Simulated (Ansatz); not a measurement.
**PbO: how the settings move a single-point run**

Aim: see which settings change the result for PbO, by how much, and at what cost. The cell is built on a prototype (rocksalt) and needn't be the phase found in nature.

Computed with Ansatz 0.2.0 (reference: DFT, HSE06, plane waves, PAW, unless a step's input says otherwise).

3 further runs of the same task are left out: 3 that didn't finish.

## (1) The structure to begin with

Symmetry: Fm-3m, No. 225, cubic system. Conventional cell: a = 5.213 Å, b = 5.213 Å, c = 5.213 Å, α = 90.00°, β = 90.00°, γ = 90.00°. Pb (site symmetry m-3m) is surrounded by 6 O at 2.61 Å. O (site symmetry m-3m) has 6 Pb at 2.61 Å as nearest neighbours.

As a file:

```
Pb O
1.0
     0.00000    2.60652    2.60652
     2.60652    0.00000    2.60652
     2.60652    2.60652    0.00000
Pb O
1 1
Direct
  0.00000 0.00000 0.00000
  0.50000 0.50000 0.50000
```

## (2) The reference run

The input, input.yaml:

```yaml
crystal:
  lattice:
    - [0.0, 2.6065174966, 2.6065174966]
    - [2.6065174966, 0.0, 2.6065174966]
    - [2.6065174966, 2.6065174966, 0.0]
  atoms:
    - { symbol: Pb, position: [0.0, 0.0, 0.0] }
    - { symbol: O, position: [0.5, 0.5, 0.5] }
kpoints:
  mp_grid: { grid: [4, 4, 4] }
hamiltonian:
  xc: hse06
scf:
  occupations: { method: fixed }
  n_extra_bands: 4
output:
  forces: true
  stress: true
  eigenvalues: true
```

Run with:

```
ansatz run input.yaml --threads 4 --pin off --max-ram 3686MiB --backend cpu --events-out ev --progress --plain --runs-dir out
```

## (3) Variant: xc_grid 3

input.yaml: that of step 2 with these lines changed.

```diff
@@ -19 +19,3 @@
   eigenvalues: true
+basis:
+  xc_grid: 3
```

Before running it: what results should come out? Wanted: for each run, ending; energy change; pressure; gap; force.

As calculated:

| run | ending | energy change | pressure (GPa) | gap (eV) | force (eV/Å) | cycles | time |
| --- | --- | --- | --- | --- | --- | --- | --- |
| reference | converged | 0 | -1.6 | 0.14 | 0.00 | 15 | 4.5 s |
| 1: xc_grid 3 | converged | 0.0 meV/atom | -1.6 | 0.14 | 0.00 | 15 | 4.4 s |

Residual by cycle in the longest SCF loop of each run; runs are numbered as in the table. The quantity is the density residual dr2, in eV.

```
cycle  reference    run 1
    1      0.041    0.041
    2      0.021    0.021
    3    0.00341  0.00341
    4    0.00154  0.00154
    5     1.1e-4   1.1e-4
    6     1.3e-5   1.3e-5
    7     1.0e-6   1.0e-6
```

What this shows: Changing the numerical grids leaves the energy as it was (0.0 meV/atom). The gap of the reference lacks spin-orbit coupling, though the cell holds Pb.
